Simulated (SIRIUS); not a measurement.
Wanted: the native input for a SIRIUS 7.12.0 run.

```
Task                                        : single point
Functional                                  : PBE
Potentials or basis                         : PseudoDojo 0.4.1 PBE standard (scalar relativistic)
Cutoff                                      : 1254 eV
Density cutoff                              : 5016 eV
k mesh                                      : 13 × 13 × 13
Occupations                                 : fermi-dirac, width 0.05 eV
Spin                                        : no spin polarisation
Hubbard terms                               : Cu d U = 2 eV
Libxc names                                 : ["XC_GGA_X_PBE", "XC_GGA_C_PBE"]
Energy tol                                  : 1e-08 Ha
Density tol                                 : 1e-06
Mixer                                       : anderson
Mixing beta                                 : 0.7
Max scf                                     : 100
Radial cutoff for the potentials' integrals : 6.5 bohr
Form of the Hubbard term                    : simplified (Dudarev)
Hubbard projectors                          : orthogonalised atomic orbitals
Start of the occupations                    : the program's own
```

Crystal: Cu.

```xyz
1
Lattice="0.0000 1.8075 1.8075 1.8075 0.0000 1.8075 1.8075 1.8075 0.0000" Properties=species:S:1:pos:R:3 pbc="T T T"
Cu    0.0000    0.0000    0.0000
```

These files were run (other wordings do the same):

sirius.json

```json
{
  "control": {
    "processing_unit": "cpu",
    "verbosity": 2,
    "num_bands_to_print": 17,
    "print_forces": true,
    "print_stress": true
  },
  "parameters": {
    "electronic_structure_method": "pseudopotential",
    "xc_functionals": ["XC_GGA_X_PBE", "XC_GGA_C_PBE"],
    "gk_cutoff": 9.6,
    "pw_cutoff": 19.2,
    "ngridk": [13, 13, 13],
    "shiftk": [0, 0, 0],
    "smearing": "fermi_dirac",
    "smearing_width": 0.0018374661,
    "num_bands": 17,
    "num_mag_dims": 0,
    "num_dft_iter": 100,
    "energy_tol": 1e-08,
    "density_tol": 1e-06,
    "hubbard_correction": true
  },
  "iterative_solver": {
    "type": "davidson",
    "min_tolerance": 1e-10
  },
  "mixer": {
    "type": "anderson",
    "beta": 0.7,
    "max_history": 8
  },
  "settings": {
    "tol_ne": 1e-10,
    "pseudo_grid_cutoff": 6.5
  },
  "unit_cell": {
    "lattice_vectors": [
      [0.0, 3.415679970261, 3.415679970261],
      [3.415679970261, 0.0, 3.415679970261],
      [3.415679970261, 3.415679970261, 0.0]
    ],
    "atom_coordinate_units": "lattice",
    "atom_types": ["Cu"],
    "atom_files": {
      "Cu": "Cu.json"
    },
    "atoms": {
      "Cu": [
        [0.0, 0.0, 0.0]
      ]
    }
  },
  "hubbard": {
    "simplified": true,
    "subspace_method": "full_orthogonalization",
    "local": [
      {
        "atom_type": "Cu",
        "n": 3,
        "l": 2,
        "U": 0.07349864,
        "J": 0.0,
        "total_initial_occupancy": 9
      }
    ]
  }
}
```

Potentials or basis: PseudoDojo 0.4.1 PBE standard (scalar relativistic).

Launch:

```sh
$ upf_to_json Cu.upf
$ # the labels of the atomic orbitals (3D, 4S, ...) are then added to the .json files where the converter dropped them
$ OMP_NUM_THREADS=1 sirius.scf --input=sirius.json --output=out.json --task=0
```

Results of the run:

```
Pressure               : 2.3 GPa
Band gap on the k mesh : none (metal or under the smearing width)
```

Caveat: U without spin polarisation on a metal has little footing; the U is typed as a test and isn't derived for this compound.

Run time: 11 s on 1 thread of AMD EPYC 9R45 96-Core Processor (Zen 5) (shared host), peak memory 0.27 GiB.
